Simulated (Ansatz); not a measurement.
# Re(0001) with 2 layers of random Re-Ru, 2x2: scattering by chemical disorder, part 2 of 2

Aim: the residual resistivity of a random alloy, from Re(0001) with 2 layers of random Re-Ru, 2x2 and longer regions.

Ansatz 0.2.0; Ansatz plane-wave DFT, PBE, PAW files; ballistic transport by layer matching (Landauer), zero bias; PAW set soft_1.

So far. Step 3 (With 6 alloy layers): Over the solved energies the transmission per spin lies between 3.57 and 3.69, out of 5.26 channels of the lead on average (up to 5.38).

### Step 4. With 10 alloy layers

In 10 layers a share of 0.5 of the sites is given to Ru at random. A fresh draw is used; the growth of the resistance with length is what counts.

System of this step: Re(0001) with 10 layers of random Re-Ru, 2x2. The cell holds 80 atoms: 60 Re and 20 Ru. Its edges and angles: a = 5.522 Å, b = 5.522 Å, c = 44.582 Å, α = 90.0°, β = 90.0°, γ = 120.0°. It derives from Re. Regions: lead, 40 atoms (40 Re); scattering region, 40 atoms (20 Re and 20 Ru). The structure is stacked along c, and the current runs across the ab planes.

File input.yaml:

```yaml
crystal:
  lattice:
    - [5.5216, 0.0, 0.0]
    - [-2.7608, 4.7818458695, 0.0]
    - [0.0, 0.0, 44.582]
  atoms:
    - { symbol: Re, position: [0.1666666667, 0.3333333333, 0.025] }
    - { symbol: Re, position: [0.1666666667, 0.8333333333, 0.025] }
    - { symbol: Re, position: [0.6666666667, 0.3333333333, 0.025] }
    - { symbol: Re, position: [0.6666666667, 0.8333333333, 0.025] }
    - { symbol: Re, position: [0.3333333333, 0.1666666667, 0.075] }
    - { symbol: Re, position: [0.3333333333, 0.6666666667, 0.075] }
    - { symbol: Re, position: [0.8333333333, 0.1666666667, 0.075] }
    - { symbol: Re, position: [0.8333333333, 0.6666666667, 0.075] }
    - { symbol: Re, position: [0.1666666667, 0.3333333333, 0.125] }
    - { symbol: Re, position: [0.1666666667, 0.8333333333, 0.125] }
    - { symbol: Re, position: [0.6666666667, 0.3333333333, 0.125] }
    - { symbol: Re, position: [0.6666666667, 0.8333333333, 0.125] }
    - { symbol: Re, position: [0.3333333333, 0.1666666667, 0.175] }
    - { symbol: Re, position: [0.3333333333, 0.6666666667, 0.175] }
    - { symbol: Re, position: [0.8333333333, 0.1666666667, 0.175] }
    - { symbol: Re, position: [0.8333333333, 0.6666666667, 0.175] }
    - { symbol: Re, position: [0.1666666667, 0.3333333333, 0.225] }
    - { symbol: Re, position: [0.1666666667, 0.8333333333, 0.225] }
    - { symbol: Re, position: [0.6666666667, 0.3333333333, 0.225] }
    - { symbol: Re, position: [0.6666666667, 0.8333333333, 0.225] }
    - { symbol: Re, position: [0.3333333333, 0.1666666667, 0.275] }
    - { symbol: Re, position: [0.3333333333, 0.6666666667, 0.275] }
    - { symbol: Re, position: [0.8333333333, 0.1666666667, 0.275] }
    - { symbol: Ru, position: [0.8333333333, 0.6666666667, 0.275] }
    - { symbol: Ru, position: [0.1666666667, 0.3333333333, 0.325] }
    - { symbol: Re, position: [0.1666666667, 0.8333333333, 0.325] }
    - { symbol: Ru, position: [0.6666666667, 0.3333333333, 0.325] }
    - { symbol: Re, position: [0.6666666667, 0.8333333333, 0.325] }
    - { symbol: Re, position: [0.3333333333, 0.1666666667, 0.375] }
    - { symbol: Ru, position: [0.3333333333, 0.6666666667, 0.375] }
    - { symbol: Ru, position: [0.8333333333, 0.1666666667, 0.375] }
    - { symbol: Ru, position: [0.8333333333, 0.6666666667, 0.375] }
    - { symbol: Re, position: [0.1666666667, 0.3333333333, 0.425] }
    - { symbol: Ru, position: [0.1666666667, 0.8333333333, 0.425] }
    - { symbol: Ru, position: [0.6666666667, 0.3333333333, 0.425] }
    - { symbol: Ru, position: [0.6666666667, 0.8333333333, 0.425] }
    - { symbol: Ru, position: [0.3333333333, 0.1666666667, 0.475] }
    - { symbol: Ru, position: [0.3333333333, 0.6666666667, 0.475] }
    - { symbol: Re, position: [0.8333333333, 0.1666666667, 0.475] }
    - { symbol: Ru, position: [0.8333333333, 0.6666666667, 0.475] }
    - { symbol: Ru, position: [0.1666666667, 0.3333333333, 0.525] }
    - { symbol: Ru, position: [0.1666666667, 0.8333333333, 0.525] }
    - { symbol: Re, position: [0.6666666667, 0.3333333333, 0.525] }
    - { symbol: Re, position: [0.6666666667, 0.8333333333, 0.525] }
    - { symbol: Re, position: [0.3333333333, 0.1666666667, 0.575] }
    - { symbol: Re, position: [0.3333333333, 0.6666666667, 0.575] }
    - { symbol: Re, position: [0.8333333333, 0.1666666667, 0.575] }
    - { symbol: Re, position: [0.8333333333, 0.6666666667, 0.575] }
    - { symbol: Re, position: [0.1666666667, 0.3333333333, 0.625] }
    - { symbol: Re, position: [0.1666666667, 0.8333333333, 0.625] }
    - { symbol: Ru, position: [0.6666666667, 0.3333333333, 0.625] }
    - { symbol: Ru, position: [0.6666666667, 0.8333333333, 0.625] }
    - { symbol: Re, position: [0.3333333333, 0.1666666667, 0.675] }
    - { symbol: Re, position: [0.3333333333, 0.6666666667, 0.675] }
    - { symbol: Ru, position: [0.8333333333, 0.1666666667, 0.675] }
    - { symbol: Ru, position: [0.8333333333, 0.6666666667, 0.675] }
    - { symbol: Re, position: [0.1666666667, 0.3333333333, 0.725] }
    - { symbol: Ru, position: [0.1666666667, 0.8333333333, 0.725] }
    - { symbol: Re, position: [0.6666666667, 0.3333333333, 0.725] }
    - { symbol: Ru, position: [0.6666666667, 0.8333333333, 0.725] }
    - { symbol: Re, position: [0.3333333333, 0.1666666667, 0.775] }
    - { symbol: Re, position: [0.3333333333, 0.6666666667, 0.775] }
    - { symbol: Re, position: [0.8333333333, 0.1666666667, 0.775] }
    - { symbol: Re, position: [0.8333333333, 0.6666666667, 0.775] }
    - { symbol: Re, position: [0.1666666667, 0.3333333333, 0.825] }
    - { symbol: Re, position: [0.1666666667, 0.8333333333, 0.825] }
    - { symbol: Re, position: [0.6666666667, 0.3333333333, 0.825] }
    - { symbol: Re, position: [0.6666666667, 0.8333333333, 0.825] }
    - { symbol: Re, position: [0.3333333333, 0.1666666667, 0.875] }
    - { symbol: Re, position: [0.3333333333, 0.6666666667, 0.875] }
    - { symbol: Re, position: [0.8333333333, 0.1666666667, 0.875] }
    - { symbol: Re, position: [0.8333333333, 0.6666666667, 0.875] }
    - { symbol: Re, position: [0.1666666667, 0.3333333333, 0.925] }
    - { symbol: Re, position: [0.1666666667, 0.8333333333, 0.925] }
    - { symbol: Re, position: [0.6666666667, 0.3333333333, 0.925] }
    - { symbol: Re, position: [0.6666666667, 0.8333333333, 0.925] }
    - { symbol: Re, position: [0.3333333333, 0.1666666667, 0.975] }
    - { symbol: Re, position: [0.3333333333, 0.6666666667, 0.975] }
    - { symbol: Re, position: [0.8333333333, 0.1666666667, 0.975] }
    - { symbol: Re, position: [0.8333333333, 0.6666666667, 0.975] }
kpoints:
  mp_grid: { grid: [5, 5, 1] }
hamiltonian:
  xc: pbe
  pseudopotentials: { kind: paw, azcp: { folder: soft_1 } }
scf:
  occupations: { method: fermi_dirac, width: 0.1 }
output:
  transmission:
    leads: [[0, 8]]
    kmesh: [10, 10]
    e_range: [-0.05, 0.05]
    de: 0.05
  write_potential: true
  write_density: true
  volumetric_format: npy
```

The run is started by

```console
$ ansatz run input.yaml --threads 4 --pin off --max-ram 15360MiB --backend cpu --events-out ev --progress --plain --runs-dir out
```

Numbers of over 12 decimals in the logs are rounded to 6 here.

The program printed:

```text
[...]
Crystal: 80 atoms, lattice volume = 1177.118 Å³
Basis set: ecut = 420 eV, 23015 PW (Γ)
Bands: 732, of which v1, the nominal top of the filled ones, is band 610 counted from 1 (609 counted from 0)
Symmetry: 1 space group operations
[...]
k-points: 13 of 25 (time reversal used)
[...]
SCF iter   1: F=—  HF=-769849.350346 eV  |F-HF|=—  |Δ(HF+E_count)|=         —  Δρ=2.00e-1  dr2=1.14e4  ethr=3.10e-3  ⟨swp⟩=5.0  Hψ=28972  notcnv=0
[...]
SCF iter  11: F=-769735.359866 eV  HF=-769735.359866 eV  |F-HF|=1.05e-8  |Δ(HF+E_count)|=   1.62e-8  Δρ=3.86e-7  dr2=1.15e-8  ethr=8.20e-12  ⟨swp⟩=9.7  Hψ=22563  notcnv=0
SCF 1 converged in 11 iterations: F = -769735.359866 eV  dr2 = 1.15e-8
[...]
transmission: 422 of 4212 steps passed
transmission: 845 of 4212 steps passed
[...]
transmission: 4212 of 4212 steps passed
SCF converged after 11 iterations
Free energy (F): -769735.359866 eV
[...]
Internal energy: -769733.210149 eV  (E = F + TS)
E sigma→0 (E₀):  -769734.285008 eV
Entropy (-TS):   -2.149717 eV (-26.871 meV/atom)
Fermi energy:    23.343019 eV
[...]
--- Band table (eV; the first three rows and the last of 13) ---
  k-point 0: bands = [... 606 lower, 24.0271, 24.0619, 24.0751, 24.1157, 24.1370, 24.1420, 24.1506, 24.1728, ... 118 higher]
  k-point 1: bands = [... 606 lower, 23.4556, 23.5084, 23.5271, 23.5397, 23.5557, 23.5727, 23.5924, 23.6182, ... 118 higher]
  k-point 2: bands = [... 606 lower, 23.0146, 23.0252, 23.0379, 23.0778, 23.1158, 23.1485, 23.1994, 23.2189, ... 118 higher]
  k-point 12: bands = [... 606 lower, 23.1162, 23.1348, 23.1700, 23.1971, 23.2221, 23.2495, 23.2930, 23.3117, ... 118 higher]
--- Transmission ---
  basis      : 235 plane waves across, 81 finite elements along
  points     : 52, standing for a mesh of 10 x 10
[...]
channels       : 5.380000e0 a spin
[...]
junction   : crystal 0 to crystal 0, 0.70 to 40.82 Å
    transmission   : 3.110765e0 a spin
[...]
```

It took 19 min on 4 threads of AMD EPYC 7R13 (Zen 3), shared host; peak memory 8.8 GiB; 71 min of CPU time.

Numbers from this step:

```
free energy                                   : -769735.3599 eV
energy at zero smearing                       : -769734.2850 eV
Fermi energy                                  : 23.34 eV
transmission per spin nearest the Fermi level : 3.111
step of the lead's potential                  : 15.3 meV
```

Per spin. The transmission, zone mean by energy, zero at the Fermi level:

```tsv
energy (eV)	transmission, zone mean
-0.0500	3.10
0.0000	3.11
0.0500	3.15
```

Over the solved energies the transmission per spin lies between 3.10 and 3.15, out of 5.26 channels of the lead on average (up to 5.38).

### Step 5. The fit

This step: Ansatz plane-wave DFT, PBE, PAW files; ballistic transport by layer matching (Landauer), zero bias; residual resistivity from the slope of the area resistance, atoms on the host's lattice; PAW set soft_1 (Ansatz 0.2.0).

Numbers from this step:

| Property | Result |
| --- | --- |
| resistivity | 16.94 µΩ cm |
| intercept | 0.06680 fΩ m² |
| scatter about the fit | 9.42e-4 fΩ m² |

Resistance, by row:

```tsv
run	length (Å)	T	channels N	RA (fΩ m²)
n2	4.458	4.303	5.24	0.1417
n6	13.37	3.615	5.26	0.2947
n10	22.29	3.122	5.26	0.4438
```

The area resistance by length of the alloy:

```tsv
length of the alloy (Å)	area resistance (fΩ m²)
4.46	0.142
13.37	0.295
22.29	0.444
```

The area resistance goes from 0.14 to 0.44 fΩ m² between 4.5 and 22.3 Å, a slope of 17 µΩ cm.

By hand from the end points: (0.4438 − 0.1417) fΩ m² / (22.29 − 4.46) Å = 17 µΩ cm, since 1 fΩ m² per Å is 1000 µΩ cm.

### Step 6. Outcome

- resistivity from the slope: 16.9 µΩ cm
- area resistance over 4.46 Å: 0.142 fΩ m²
- area resistance over 13.4 Å: 0.295 fΩ m²
- area resistance over 22.3 Å: 0.444 fΩ m²

In words: The slope gives 17 µΩ cm. The points scatter by 9.4e-4 fΩ m² about the line, with one random draw a length in a 2x2 cell, so the slope is a rough value. Read with a model of isotropic scattering on a spherical Fermi surface and the lead's 1.5×10¹⁵ S/m², this slope means a mean free path near 31 Å (a rough figure, since the alloy's own channel count differs); over these lengths the model's slope is 1.07 times its bulk resistivity, which would be 16 µΩ cm. The atoms sit on the host's lattice, so scattering by size misfit is left out. Spin-orbit coupling is left out, which matters for Re.

[Logs are printed without paths, hosts, clocks, repeated set-up lines and the standing remarks that a program may print on its own settings, such as how far it seeks lower states.]

[Hosts, paths, dates, database ids (printed as entryN), source tags and the programs' standing remarks are cut or masked in the printed files.]
